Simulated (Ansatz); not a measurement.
# Structure types of Al compared at 110 GPa

Structure types of Al are relaxed in primitive cells with their symmetry kept at 110 GPa, first on PAW files, then by LAPW. The enthalpy is E + pV at zero temperature, without zero-point motion. Only the types listed were tried, and differences under about 5 meV/atom are mesh noise.

All numbers are PBE results (scalar-relativistic) from Ansatz 0.2.0, with Fermi–Dirac smearing of 0.05 eV, no spin polarisation. Methods: LAPW: all electrons, basis error target 0.5 meV/atom; PAW: frozen-core files, cutoff 420 eV.

k meshes: fcc 19×19×19, bcc 20×20×20, hcp 18×18×10, omega 10×10×13, simple hexagonal 19×19×17, beta tin 19×19×19.

Problem. Which type is lowest in enthalpy, and by how much?

Solution. fcc, 22 meV/atom below hcp. The whole table:

| start type | ends as | a, b, c (Å) | V (Å³/atom) | H − H(lowest), LAPW (meV/atom) | same, PAW |
| --- | --- | --- | --- | --- | --- |
| fcc | fcc, Fm-3m | 3.429, 3.429, 3.429 | 10.08 | 0.0 | 0.0 |
| bcc | bcc, Im-3m | 2.713, 2.713, 2.713 | 9.99 | 103.3 | 101.5 |
| hcp | hcp, P6_3/mmc | 2.423, 2.423, 3.943 | 10.02 | 22.3 | 21.3 |
| omega | omega, P6/mmm | 3.874, 3.874, 2.331 | 10.10 | 220.5 | 219.4 |
| simple hexagonal | simple hexagonal, P6/mmm | 2.330, 2.330, 2.281 | 10.73 | 971.5 | 973.9 |
| beta tin | beta tin, I4_1/amd | 4.349, 4.349, 2.277 | 10.76 | 1120.5 | 1122.6 |

Problem. Split the lead of fcc over hcp into energy and pV.

Solution. For hcp less fcc: ΔE = +59.7 meV/atom, and p·ΔV = 110 GPa × -0.0545 Å³ × 6.242 meV/(GPa·Å³) = -37.4 meV/atom, together 22.3 meV/atom. fcc wins by its internal energy, though it is the less dense.

Problem. Would hcp gain on fcc at higher pressure?

Solution. Yes: dH/dp = V, and its volume is smaller by 0.05 Å³/atom. Held constant, that would close the gap after about 66 GPa more, a rough figure, since the volume difference changes with pressure.
